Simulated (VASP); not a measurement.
Crystal: ZnS.

```xyz
2
Lattice="0.0000 2.7020 2.7020 2.7020 0.0000 2.7020 2.7020 2.7020 0.0000" Properties=species:S:1:pos:R:3 pbc="T T T"
Zn    4.0530    4.0530    4.0530
S     0.0000    0.0000    0.0000
```

* Program: VASP 6.6.1
* Task: single point
* Functional: PBE
* Potentials or basis: VASP PAW PBE potentials, release 64 (Zn, S)
* Cutoff: 520 eV
* k mesh: 9 × 9 × 9
* Occupations: fermi-dirac, width 0.05 eV
* Spin: no spin polarisation

On this cell: pressure 1.8 GPa; largest force zero by symmetry; band gap on the k mesh 2.11 eV, direct.

The same run follows on a disturbed copy (atoms moved at random, drawn with an rms of 0.05 Å):

```
Zn S
1.0
     0.00000    2.70200    2.70200
     2.70200    0.00000    2.70200
     2.70200    2.70200    0.00000
Zn S
1 1
Direct
  0.73972 0.74373 0.74780
  0.99096 0.01185 0.98815
```

Question: What does the disturbed cell give?

Answer: The energy moves by +5.8 meV/atom; pressure 1.9 GPa; largest force 0.392 eV/Å; band gap on the k mesh 2.08 eV, direct.

Forces on the atoms (eV/Å):
```
Zn   0.163 -0.162  0.318
S   -0.163  0.162 -0.318
```

Stress tensor (GPa, compression positive):
```
 1.93 -1.28  0.64
-1.28  1.93 -0.64
 0.64 -0.64  1.85
```

